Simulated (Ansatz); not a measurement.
# SnO: response to a shear that moves c along a

An exercise on one series of results from a longer session: the logs are not shown, and one member is left open.

Method: DFT PBE, scalar-relativistic, plane waves, PAW, in Ansatz 0.2.0.

2 further runs of the same task are left out: 2 set aside as unsound or not needed.

## The starting structure

The structure is tetragonal, space group P4/nmm (No. 129). The conventional cell has a = 3.868 Å, b = 3.868 Å, c = 5.066 Å, α = 90.00°, β = 90.00°, γ = 90.00°. Sn (site symmetry 4mm) has 4 O at 2.25 Å as nearest neighbours. O (site symmetry -4m2) is surrounded by 4 Sn at 2.25 Å.

As a file:

```cif
data_structure
_symmetry_space_group_name_H-M 'P 1'
_symmetry_Int_Tables_number 1
_cell_length_a 3.8683
_cell_length_b 3.8683
_cell_length_c 5.0662
_cell_angle_alpha 90.000
_cell_angle_beta 90.000
_cell_angle_gamma 90.000
_cell_volume 75.81
loop_
_atom_site_label
_atom_site_type_symbol
_atom_site_fract_x
_atom_site_fract_y
_atom_site_fract_z
_atom_site_occupancy
Sn1 Sn 0.00000 0.50000 0.22878 1
Sn2 Sn 0.50000 0.00000 0.77122 1
O1 O 0.50000 0.50000 0.00000 1
O2 O 0.00000 0.00000 0.00000 1
```

It goes back to an entry of the Materials Project, which need not be the stable form.

It is the result of an earlier relaxation at this level (volume 18.95 Å³/atom; gap on the mesh: 0.50 eV).

The unstrained cell comes from an earlier run at this level (4 atoms, E(σ→0) -13183.4053 eV, gap 0.49 eV over the zone).

Set-up of the first run:

File input.yaml:

```yaml
crystal:
  lattice:
    - [3.8682628244, 0.0, 0.0]
    - [0.0, 3.8682628244, 0.0]
    - [0.1013248039, 0.0, 5.0662401931]
  atoms:
    - { symbol: Sn, position: [0.0, 0.5, 0.228775682] }
    - { symbol: Sn, position: [0.5, 0.0, 0.771224318] }
    - { symbol: O, position: [0.5, 0.5, 0.0] }
    - { symbol: O, position: [0.0, 0.0, 0.0] }
basis:
  ecutwfc: 420
kpoints:
  mp_grid: { grid: [10, 10, 8] }
hamiltonian:
  xc: pbe
scf:
  occupations: { method: gaussian, width: 0.01 }
output:
  forces: true
  stress: true
  eigenvalues: true
relax:
  adjacent_minimum: "off"
  f_tol: 0.008
  max_steps: 40
```

On the command line:

```
$ ansatz run input.yaml --threads 1 --pin off --max-ram 2560MiB --backend cpu --events-out ev --progress --plain --runs-dir out
```

Among the steps run: At +2.0 %; The gap over the whole zone at +2.0 %; The cell strained by +4.0 %; Band edges over the zone at +4.0 %; Strain +6.0 %; The gap over the whole zone at +6.0 %; At +8.0 %; The gap over the whole zone at +8.0 %; The cell strained by +12.0 %; Band edges over the zone at +12.0 %.

One table of the session follows, with a row left open; its other results are not shown here.

Lengths are those of the vectors of the cell that was run; stresses in GPa:

| strain (%) | ΔE (meV/atom) | c (Å) |
| --- | --- | --- |
| +0.0 | 0.0 | 5.066 |
| +2.0 | 0.4 | 5.067 |
| +4.0 | 1.7 | 5.070 |
| +6.0 | ? | ? |
| +8.0 | 6.9 | 5.082 |
| +12.0 | 15.4 | 5.103 |

**Question.** Estimate the row for strain (%) = +6.0.

Worked estimate for «ΔE (meV/atom)». A straight line through the neighbours (4.0, 1.7) and (8.0, 6.9) gives 1.7 + (6.9 − 1.7) × (6.0 − 4.0) / (8.0 − 4.0) = 4.3; a parabola fitted to 4 rows on both sides gives 3.9.

The run gave: ΔE (meV/atom): 3.9; c (Å): 5.075. In «ΔE (meV/atom)» the line misses by +0.4 and the parabola by 0.0.

ΔE is over the unstrained cell. Stress in GPa, positive in compression, on the Cartesian axes of the input.

To keep in mind: Warnings in the runs' records: stress scf threshold loose.
